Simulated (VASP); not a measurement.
A run of VASP 6.6.1 is set up as follows.

INCAR

```
SYSTEM = B
PREC = Accurate
ENCUT = 600
EDIFF = 1E-7
ISMEAR = 0
SIGMA = 0.02
LREAL = .FALSE.
LASPH = .TRUE.
NELM = 100
ALGO = Fast
ISIF = 3
LWAVE = .FALSE.
LCHARG = .FALSE.
GGA = PS
IBRION = 2
NSW = 90
EDIFFG = -0.005
```

File KPOINTS:

```
Automatic mesh
0
G
  6 6 6
  0 0 0
```

POSCAR

```
B
1.0
    2.4491963900      1.4140442000      4.1747204400
   -2.4491963900      1.4140442000      4.1747204400
    0.0000000000     -2.8280883900      4.1747204400
B
12
Direct
    0.0099700400      0.6542851200      0.0099700400
    0.0099700400      0.0099700400      0.6542851200
    0.6542851200      0.0099700400      0.0099700400
    0.3457148800      0.9900299600      0.9900299600
    0.9900299600      0.3457148800      0.9900299600
    0.9900299600      0.9900299600      0.3457148800
    0.2205655700      0.6316348300      0.2205655700
    0.2205655700      0.2205655700      0.6316348300
    0.6316348300      0.2205655700      0.2205655700
    0.3683651700      0.7794344300      0.7794344300
    0.7794344300      0.3683651700      0.7794344300
    0.7794344300      0.7794344300      0.3683651700
```

Potentials or basis: VASP PAW PBE potentials, release 64 (B).

The run is started by

```console
$ cat potpaw_PBE.64/B/POTCAR > POTCAR
$ mpirun -np 1 vasp_std > vasp.out
```

(1) Estimate the band gap on the k mesh.

(2) What does it give for the relaxed cell?

(3) What does it give for the relaxed volume?

(4) Predict the space group after relaxing (to 0.05 Å).

## Answers

(1) 1.32 eV, indirect (least direct gap 1.68 eV).

(2) a = 5.031 Å, b = 5.031 Å, c = 5.031 Å, α = 58.00°, β = 58.00°, γ = 58.00°.

(3) 7.16 Å³/atom.

(4) R-3m (No. 166).

Caveat: the PAW data sets were made with another functional, which shifts forces and pressure a little.
